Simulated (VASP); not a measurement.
# Sr under changes of volume

One of the cells (63.091 Å³/atom); the others are scaled copies at fixed shape and fractional positions:

```
Sr
1.0
    -4.18605    4.18605    3.60049
     4.18605   -4.18605    3.60049
     4.18605    4.18605   -3.60049
Sr
4
Direct
  0.33545 0.16455 0.50000
  0.66455 0.83545 0.50000
  0.83545 0.33545 0.17090
  0.16455 0.66455 0.82910
```

This isn't the form of Sr at room conditions, which is fcc.

```yaml
Program: VASP 6.6.1
Functional: PBE
Potentials_or_basis: VASP PAW PBE potentials, release 64 (Sr_sv)
Cutoff: 520 eV
k_mesh: 5 × 5 × 5
Occupations: fermi-dirac, width 0.05 eV
Spin: no spin polarisation
```

```tsv
volume (Å³/atom)	energy over the lowest point (meV/atom)	pressure (GPa)	largest force (eV/Å)
58.143	1.59	0.3	0.178
59.380	0.00	0.1	0.159
60.617	0.05	-0.1	0.142
63.091	4.50	-0.5	0.110
64.328	8.64	-0.6	0.096
65.566	?	?	?
```

Question: What does the run at 65.566 Å³/atom give?

Answer: Energy over the lowest point 13.92 meV/atom; pressure -0.8 GPa; largest force 0.083 eV/Å.

Worked out: A Birch-Murnaghan fit of order 3 (a polynomial in V^(-2/3)) to the other rows has its minimum at 59.95 Å³/atom with B0 = V·E''(V) = 9.9 GPa and B' = 3.6 at fixed shape and positions, which overstates the stiffness. It gives 13.91 meV/atom at 65.566 Å³/atom, against the run's 13.92, and -dE/dV = -0.8 GPa, against -0.8.

Energies are extrapolated to zero smearing.
